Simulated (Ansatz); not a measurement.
# ZrO2: the cost of one run

Method: DFT PBE, scalar-relativistic, plane waves, PAW, in Ansatz 0.2.0.

## Step 1: The system as given

It takes space group P4_2/nmc (No. 137, tetragonal). The conventional cell has a = 3.596 Å, b = 3.596 Å, c = 5.177 Å, α = 90.00°, β = 90.00°, γ = 90.00°. Zr (site symmetry -4m2) has 8 O at 2.08 to 2.37 Å in its first shell of neighbours. O (site symmetry 2mm) is surrounded by 4 Zr at 2.08 to 2.37 Å.

Structure file:

```cif
data_structure
_symmetry_space_group_name_H-M 'P4_2/nmc:1'
_symmetry_Int_Tables_number 137
_cell_length_a 3.5961
_cell_length_b 3.5961
_cell_length_c 5.1770
_cell_angle_alpha 90.000
_cell_angle_beta 90.000
_cell_angle_gamma 90.000
_cell_volume 66.95
loop_
_atom_site_label
_atom_site_type_symbol
_atom_site_symmetry_multiplicity
_atom_site_Wyckoff_symbol
_atom_site_fract_x
_atom_site_fract_y
_atom_site_fract_z
_atom_site_occupancy
Zr1 Zr 2 a 0.00000 0.00000 0.00000 1
O1 O 4 d 0.00000 0.50000 0.20300 1
```

The runs take a perfect supercell of 48 atoms; the defect goes to fractional position (0.750, 0.250, 0.500).

## Step 2: The perfect supercell

Input file input.yaml:

```yaml
crystal:
  lattice:
    - [3.5961, -3.5961, -5.177]
    - [3.5961, -3.5961, 5.177]
    - [-7.1922, -7.1922, 0.0]
  atoms:
    - { symbol: Zr, position: [0.0, 0.0, 0.0] }
    - { symbol: Zr, position: [0.5, 0.5, 0.0] }
    - { symbol: Zr, position: [0.75, 0.75, 0.75] }
    - { symbol: Zr, position: [0.25, 0.25, 0.75] }
    - { symbol: Zr, position: [0.5, 0.5, 0.5] }
    - { symbol: Zr, position: [0.0, 0.0, 0.5] }
    - { symbol: Zr, position: [0.25, 0.25, 0.25] }
    - { symbol: Zr, position: [0.75, 0.75, 0.25] }
    - { symbol: Zr, position: [0.75, 0.25, 0.75] }
    - { symbol: Zr, position: [0.25, 0.75, 0.75] }
    - { symbol: Zr, position: [0.5, 0.0, 0.5] }
    - { symbol: Zr, position: [0.0, 0.5, 0.5] }
    - { symbol: Zr, position: [0.25, 0.75, 0.25] }
    - { symbol: Zr, position: [0.75, 0.25, 0.25] }
    - { symbol: Zr, position: [0.0, 0.5, 0.0] }
    - { symbol: Zr, position: [0.5, 0.0, 0.0] }
    - { symbol: O, position: [0.7735, 0.9765, 0.875] }
    - { symbol: O, position: [0.2735, 0.4765, 0.875] }
    - { symbol: O, position: [0.5235, 0.7265, 0.625] }
    - { symbol: O, position: [0.0235, 0.2265, 0.625] }
    - { symbol: O, position: [0.2735, 0.4765, 0.375] }
    - { symbol: O, position: [0.7735, 0.9765, 0.375] }
    - { symbol: O, position: [0.0235, 0.2265, 0.125] }
    - { symbol: O, position: [0.5235, 0.7265, 0.125] }
    - { symbol: O, position: [0.5235, 0.2265, 0.875] }
    - { symbol: O, position: [0.0235, 0.7265, 0.875] }
    - { symbol: O, position: [0.2735, 0.9765, 0.625] }
    - { symbol: O, position: [0.7735, 0.4765, 0.625] }
    - { symbol: O, position: [0.0235, 0.7265, 0.375] }
    - { symbol: O, position: [0.5235, 0.2265, 0.375] }
    - { symbol: O, position: [0.7735, 0.4765, 0.125] }
    - { symbol: O, position: [0.2735, 0.9765, 0.125] }
    - { symbol: O, position: [0.9765, 0.2735, 0.875] }
    - { symbol: O, position: [0.4765, 0.7735, 0.875] }
    - { symbol: O, position: [0.7265, 0.0235, 0.625] }
    - { symbol: O, position: [0.2265, 0.5235, 0.625] }
    - { symbol: O, position: [0.4765, 0.7735, 0.375] }
    - { symbol: O, position: [0.9765, 0.2735, 0.375] }
    - { symbol: O, position: [0.2265, 0.5235, 0.125] }
    - { symbol: O, position: [0.7265, 0.0235, 0.125] }
    - { symbol: O, position: [0.7265, 0.5235, 0.875] }
    - { symbol: O, position: [0.2265, 0.0235, 0.875] }
    - { symbol: O, position: [0.4765, 0.2735, 0.625] }
    - { symbol: O, position: [0.9765, 0.7735, 0.625] }
    - { symbol: O, position: [0.2265, 0.0235, 0.375] }
    - { symbol: O, position: [0.7265, 0.5235, 0.375] }
    - { symbol: O, position: [0.9765, 0.7735, 0.125] }
    - { symbol: O, position: [0.4765, 0.2735, 0.125] }
basis:
  ecutwfc: 420
  fft_grid_basis: typed
kpoints:
  mp_grid: { grid: [2, 2, 1] }
hamiltonian:
  xc: pbe
  pseudopotentials: { kind: paw }
scf:
  occupations: { method: gaussian, width: 0.05 }
output:
  forces: true
  stress: false
  eigenvalues: true
  bader: false
  write_density: true
  volumetric_format: npy
```

On the command line:

```bash
$ ansatz run input.yaml --threads 4 --pin off --max-ram 10240MiB --backend cpu --events-out ev --progress --plain --runs-dir out
```

What time and memory should one allow on 4 threads of Arm Neoverse V1, shared host?

About 5.8 s, with a peak of 2 GiB.
